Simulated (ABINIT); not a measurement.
# A GW chain in ABINIT: BaS (Fm-3m)

Wanted: ground state, empty states, screening and self-energy for BaS (Fm-3m).

Main program and level: ABINIT 10.8.3; PBE and many-body steps on it, plane waves.

Most raw output is cut from this account.

## 1. The starting structure

The structure is cubic, space group Fm-3m (No. 225). The conventional cell has a = 6.388 Å, b = 6.388 Å, c = 6.388 Å, α = 90.00°, β = 90.00°, γ = 90.00°. Nearest to Ba lie 6 S at 3.19 Å. Nearest to S lie 6 Ba at 3.19 Å. Farther neighbours and most contacts between anions are not listed.

As a file:

```cif
data_structure
_symmetry_space_group_name_H-M 'Fm-3m'
_symmetry_Int_Tables_number 225
_cell_length_a 6.3875
_cell_length_b 6.3875
_cell_length_c 6.3875
_cell_angle_alpha 90.000
_cell_angle_beta 90.000
_cell_angle_gamma 90.000
_cell_volume 260.61
loop_
_atom_site_label
_atom_site_type_symbol
_atom_site_symmetry_multiplicity
_atom_site_Wyckoff_symbol
_atom_site_fract_x
_atom_site_fract_y
_atom_site_fract_z
_atom_site_occupancy
Ba1 Ba 4 a 0.00000 0.00000 0.00000 1
S1 S 4 b 0.50000 0.00000 0.00000 1
```

The cell and positions come from the Crystallography Open Database and are kept as given unless a step says otherwise. Spin-orbit coupling is left out unless a step names it.

## 2. Ground state

This step: ABINIT 10.8.3; DFT, PBE, plane waves, norm-conserving pseudopotentials.

The ground-state density comes first.

File run.abi:

```
acell 3*1.0 Angstrom
rprim 
  0.000000000000 3.193750000000 3.193750000000
  3.193750000000 0.000000000000 3.193750000000
  3.193750000000 3.193750000000 0.000000000000
ntypat 2
znucl 56 16
natom 2
typat 1 2
xred 
  0.000000000000 0.000000000000 0.000000000000
  0.500000000000 0.500000000000 0.500000000000
pp_dirpath "pseudos"
pseudos "Ba.upf, S.upf"
ecut 20
ngkpt 6 6 6
nshiftk 1
shiftk 0 0 0
kptopt 1
chksymbreak 0
nband 13
occopt 1
tolvrs 1e-10
nstep 60
prtwf 0
optforces 0
optstress 0
indata_prefix "in"
outdata_prefix "out"
tmpdata_prefix "tmp"
```

Launch:

```
OMP_NUM_THREADS=1 mpirun -n 8 abinit run.abi > log
```

Run time: 3.2 s. Hardware: 8 MPI ranks of Arm Neoverse V2, shared host; peak memory 0.51 GiB.

Numbers from this step:

| Property | Result |
| --- | --- |
| total energy | -1068.8967 eV |
| gap | 2.146 eV |
| k of the valence top | 0, 0, 0 |
| k of the conduction bottom | 0.5, 0.5, 0 |
| least direct gap | 2.272 eV |

The gap is indirect, with the least direct gap 0.13 eV higher.

## 3. Bands along the symmetry lines

The cheap functional maps the bands first; the places of the edges decide which points the dearer methods must see.

File run.abi:

```
acell 3*1.0 Angstrom
rprim 
  0.000000000000 3.193750000000 3.193750000000
  3.193750000000 0.000000000000 3.193750000000
  3.193750000000 3.193750000000 0.000000000000
ntypat 2
znucl 56 16
natom 2
typat 1 2
xred 
  0.000000000000 0.000000000000 0.000000000000
  0.500000000000 0.500000000000 0.500000000000
pp_dirpath "pseudos"
pseudos "Ba.upf, S.upf"
ecut 20
iscf -2
irdden 1
kptopt 0
nkpt 50
kpt 
  0.00000000 0.00000000 0.00000000
  0.06250000 0.00000000 0.06250000
  0.12500000 0.00000000 0.12500000
  0.18750000 0.00000000 0.18750000
  0.25000000 0.00000000 0.25000000
  0.31250000 0.00000000 0.31250000
  0.37500000 0.00000000 0.37500000
  0.43750000 0.00000000 0.43750000
  0.50000000 0.00000000 0.50000000
  0.51562500 0.03125000 0.51562500
  0.53125000 0.06250000 0.53125000
  0.54687500 0.09375000 0.54687500
  0.56250000 0.12500000 0.56250000
  0.57812500 0.15625000 0.57812500
  0.59375000 0.18750000 0.59375000
  0.60937500 0.21875000 0.60937500
  0.62500000 0.25000000 0.62500000
  0.37500000 0.37500000 0.75000000
  0.32812500 0.32812500 0.65625000
  0.28125000 0.28125000 0.56250000
  0.23437500 0.23437500 0.46875000
  0.18750000 0.18750000 0.37500000
  0.14062500 0.14062500 0.28125000
  0.09375000 0.09375000 0.18750000
  0.04687500 0.04687500 0.09375000
  0.00000000 0.00000000 0.00000000
  0.06250000 0.06250000 0.06250000
  0.12500000 0.12500000 0.12500000
  0.18750000 0.18750000 0.18750000
  0.25000000 0.25000000 0.25000000
  0.31250000 0.31250000 0.31250000
  0.37500000 0.37500000 0.37500000
  0.43750000 0.43750000 0.43750000
  0.50000000 0.50000000 0.50000000
  0.50000000 0.46875000 0.53125000
  0.50000000 0.43750000 0.56250000
  0.50000000 0.40625000 0.59375000
  0.50000000 0.37500000 0.62500000
  0.50000000 0.34375000 0.65625000
  0.50000000 0.31250000 0.68750000
  0.50000000 0.28125000 0.71875000
  0.50000000 0.25000000 0.75000000
  0.50000000 0.21875000 0.71875000
  0.50000000 0.18750000 0.68750000
  0.50000000 0.15625000 0.65625000
  0.50000000 0.12500000 0.62500000
  0.50000000 0.09375000 0.59375000
  0.50000000 0.06250000 0.56250000
  0.50000000 0.03125000 0.53125000
  0.50000000 0.00000000 0.50000000
istwfk *1
nband 15
nbdbuf 2
tolwfr 1e-08
nstep 40
prtwf 0
prtvol 0
indata_prefix "in"
outdata_prefix "out"
tmpdata_prefix "tmp"
```

Elapsed: 4.3 s, on 8 MPI ranks; peak memory 0.47 GiB.

This step gave:

- gap: 2.146 eV
- k of the valence top: 0, 0, 0
- k of the conduction bottom: 0.5, 0, 0.5
- least direct gap: 2.272 eV

The gap is 2.146 eV, as in the run before at this level.

The electronic bands at the labelled points (eV, zero at the top of the highest filled band; v1 is the highest filled band, c1 the lowest empty one):

```tsv
point	v4	v3	v2	v1	c1	c2	c3	c4
Γ	-10.33	0.00	0.00	0.00	3.63	3.91	3.91	3.91
halfway	-9.73	-1.27	-0.16	-0.16	2.83	4.73	5.32	5.76
X	-10.24	-0.50	-0.13	-0.13	2.15	5.97	6.06	7.53
halfway	-10.07	-0.50	-0.40	-0.27	2.48	6.33	6.36	6.88
U	-9.74	-0.92	-0.59	-0.51	3.32	5.97	6.63	6.78
jump to K	-9.74	-0.92	-0.59	-0.51	3.32	5.97	6.63	6.78
halfway	-9.47	-1.38	-0.86	-0.32	4.09	4.74	5.02	5.91
Γ	-10.33	0.00	0.00	0.00	3.63	3.91	3.91	3.91
halfway	-9.56	-1.13	-0.61	-0.61	4.12	4.78	4.78	5.41
L	-9.10	-1.90	-1.06	-1.06	5.58	5.67	6.35	6.35
halfway	-9.40	-1.45	-0.84	-0.76	4.70	4.89	6.69	6.91
W	-9.70	-1.10	-0.47	-0.47	4.30	4.30	6.33	6.90
halfway	-9.95	-0.65	-0.51	-0.29	2.79	6.13	6.18	6.91
X	-10.24	-0.50	-0.13	-0.13	2.15	5.97	6.06	7.53
```

## 4. Empty states on the mesh, 4×4×4 mesh, 315 bands

The sums over transitions need many empty states on a uniform mesh; this step solves for them.

File run.abi:

```
acell 3*1.0 Angstrom
rprim 
  0.000000000000 3.193750000000 3.193750000000
  3.193750000000 0.000000000000 3.193750000000
  3.193750000000 3.193750000000 0.000000000000
ntypat 2
znucl 56 16
natom 2
typat 1 2
xred 
  0.000000000000 0.000000000000 0.000000000000
  0.500000000000 0.500000000000 0.500000000000
pp_dirpath "pseudos"
pseudos "Ba.upf, S.upf"
ecut 20
ngkpt 4 4 4
nshiftk 1
shiftk 0 0 0
kptopt 1
chksymbreak 0
irdden 1
istwfk *1
nband 315
prtvol 0
optdriver 6
gwr_task "HDIAGO"
paral_kgb 0
occopt 1
indata_prefix "in"
outdata_prefix "out"
tmpdata_prefix "tmp"
```

Run time: 7.6 s. Hardware: 8 MPI ranks; peak memory 2 GiB; 60 s of CPU time.

This step gave:

```yaml
gap: 2.146 eV
k_of_the_valence_top: 0, 0, 0
k_of_the_conduction_bottom: 0.5, 0.5, 0
least_direct_gap: 2.272 eV
k_points_computed: 8
lowest_point_of_the_top_converged_band_above_the_valence_top: 149.0596 eV
```

On this mesh the gap is 2.146 eV.

## 5. Screening, 4×4×4 mesh, 307 bands, screening to 217.7 eV

The RPA dielectric matrix is built and inverted for each q.

This step: RPA screening on PBE, plane waves, norm-conserving pseudopotentials.

Changes to run.abi since step 4:

```diff
@@ -20,10 +20,11 @@
 chksymbreak 0
-irdden 1
 istwfk *1
-nband 315
-prtvol 0
-optdriver 6
-gwr_task "HDIAGO"
-paral_kgb 0
 occopt 1
+irdwfk 1
+optdriver 3
+nband 307
+ecuteps 8
+inclvkb 2
+awtr 1
+symchi 1
 indata_prefix "in"
```

Wall time 57 s (8 MPI ranks); peak memory 2.1 GiB.

Numbers from this step:

* ε∞ with local fields, on this mesh, along the program's q direction: 4.738
* the same without local fields: 5.589
* plasma frequency: 18.40 eV
* plane waves in the screening matrix: 531

Local fields lower ε∞ by 15 %.

## 6. Self-energy, 4×4×4 mesh, 307 bands, screening to 217.7 eV

The self-energy is evaluated for the states that the input lists, and the levels follow from it, in one-shot runs by the linearised quasiparticle equation.

This step: G0W0 on PBE, plane waves, norm-conserving pseudopotentials.

Changes to run.abi since step 5:

```diff
@@ -23,8 +23,17 @@
 irdwfk 1
-optdriver 3
+optdriver 4
 nband 307
+gwcalctyp 0
+ecutsigx 20
+symsigma 1
+nkptgw 2
+kptgw 
+  0.0000000000 0.0000000000 0.0000000000
+  0.5000000000 0.5000000000 0.0000000000
+bdgw 
+  6 12
+  7 10
 ecuteps 8
-inclvkb 2
-awtr 1
-symchi 1
+irdscr 1
+ppmodel 1
 indata_prefix "in"
```

The job ended after 46 s (8 MPI ranks; peak memory 2.9 GiB).

Numbers from this step:

| Property | Result |
| --- | --- |
| G0W0 gap on the points computed | 3.577 eV |
| starting gap on the mesh | 2.146 eV |
| k of the valence top | 0, 0, 0 |
| k of the conduction bottom | 0.5, 0.5, 0 |
| Z at the valence top | 0.767 |
| Z at the conduction bottom | 0.824 |
| least direct G0W0 gap on the computed points | 3.714 eV |

The gap on the mesh goes from 2.15 eV to 3.58 eV, a correction of +1.43 eV.

Limits: finite bands, cutoff and mesh; no spin-orbit coupling. v1 is the top filled band, c1 the lowest empty one. Levels before and after the correction, in eV, zero at the valence-band top of each column:

```tsv
	conduction bottom	valence top
Kohn-Sham	2.15	0.00
G0W0	3.58	0.00
```

```tsv
	level	energy (eV)
Kohn-Sham	Γ v3-v1	0.000
Kohn-Sham	Γ c1	3.626
Kohn-Sham	Γ c2-c4	3.906
Kohn-Sham	(0.5 0.5 0) v2-v1	-0.126
Kohn-Sham	(0.5 0.5 0) c1	2.146
Kohn-Sham	(0.5 0.5 0) c2	5.967
G0W0	Γ v3-v1	0.000
G0W0	Γ c1	4.956
G0W0	Γ c2-c4	5.535
G0W0	(0.5 0.5 0) v2-v1	-0.137
G0W0	(0.5 0.5 0) c1	3.577
G0W0	(0.5 0.5 0) c2	7.844
```

## 7. Where the time went

Times are wall times on 8 MPI ranks of Arm Neoverse V2, shared host, good to a factor of about two.

```tsv
step	time	share	memory (GiB)
ground state	3.2 s	3 %	0.51
bands along the symmetry lines	4.3 s	4 %	0.47
empty states on the mesh	7.6 s	6 %	2.0
screening	57 s	48 %	2.1
self-energy	46 s	39 %	2.9
```

## 8. Results

* PBE gap: 2.15 eV, indirect
* G0W0 gap on the mesh: 3.58 eV
* GW settings: 4×4×4 mesh, 307 bands, screening to 217.7 eV, Godby-Needs plasmon pole
* known limits: not at the basis limit; no spin-orbit coupling

In words: G0W0 moves the gap on the mesh from 2.15 eV to 3.58 eV (+1.43 eV), with Z of 0.77 and 0.82 at the edges. Local fields lower the RPA ε∞ on this mesh from 5.59 to 4.74. Only 2 of the mesh's irreducible points were corrected, so a valley elsewhere could overtake. Bands and cutoff are finite, so the gap is not at the basis limit. The miss can reach some tenths of an eV and take either sign; the mesh is an error of its own. In the G0W0 run levels were corrected at 2 k points alone, so a gap called «on the mesh» is the least over those, and an edge elsewhere would be missed. The many-body steps are scalar-relativistic: spin-orbit coupling is not in them.

[Paths, hosts, dates, memory and timing lines, banners, echoed tables and standing remarks are left out of the program output.]

[Logs are printed without paths, hosts, clocks, repeated set-up lines and the standing remarks that a program may print on its own settings, such as how far it seeks lower states.]

[Runs of the session that timed out or met a known fault of the program may be left out.]

[Hosts, paths, dates, database ids (printed as entryN), source tags and the programs' standing remarks are cut or masked in the printed files.]

[G0W0 gaps are taken among the corrected bands and points alone; a level outside them can change the order at an edge.]

[Where Ansatz stands beside ABINIT at settings called matched, ABINIT's density can come from a denser mesh and the files from another edition; pairs whose starting gaps differed by over 0.03 eV were left out, so agreement reads better than it is.]
